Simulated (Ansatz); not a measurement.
Crystal: Al2Cu (Khatyrkite).

```
Cu Al
1.0
    -3.03350    3.03350    2.43850
     3.03350   -3.03350    2.43850
     3.03350    3.03350   -2.43850
Cu Al
2 4
Direct
  0.25000 0.25000 0.00000
  0.75000 0.75000 0.00000
  0.34190 0.15810 0.50000
  0.84190 0.34190 0.18380
  0.65810 0.84190 0.50000
  0.15810 0.65810 0.81620
```

| Item | Value |
| --- | --- |
| Program | Ansatz 0.2.0 |
| Task | relaxation of cell and atoms |
| Functional | r2SCAN |
| Potentials or basis | Ansatz PAW |
| Cutoff | 500 eV (not typed: the program's choice for these potentials) |
| k mesh | 7 × 7 × 7 |
| Occupations | fermi-dirac, width 0.05 eV |
| Spin | no spin polarisation |

At the start: volume 14.96 Å³/atom.

Where does the relaxation end?

It ends after 5 steps and the volume is 14.41 Å³/atom (-3.6 %); space group I4/mcm (No. 140, to 0.05 Å).

Step by step:
```csv
step,energy change (eV),largest force (eV/Å),volume (Å³)
1,0.0000,0.0867,89.76
2,-0.0410,0.0753,87.00
3,-0.0433,0.0012,86.45
4,-0.0434,0.0014,86.48
5,-0.0429,0.0015,86.48
```

Final structure:
```
CELL_PARAMETERS angstrom
-2.99472 2.99472 2.41082
2.99472 -2.99472 2.41082
2.99472 2.99472 -2.41082
ATOMIC_POSITIONS crystal
Cu 0.25000 0.25000 0.00000
Cu 0.75000 0.75000 0.00000
Al 0.34089 0.15911 0.50000
Al 0.84089 0.34089 0.18179
Al 0.65911 0.84089 0.50000
Al 0.15911 0.65911 0.81821
```

Caveat: the plane-wave basis is chosen anew once the cell has moved, so the energies of steps on either side of that aren't comparable; the PAW data sets come from PBE, with cores solved anew for the run's functional, which leaves a small shift of forces and pressure.
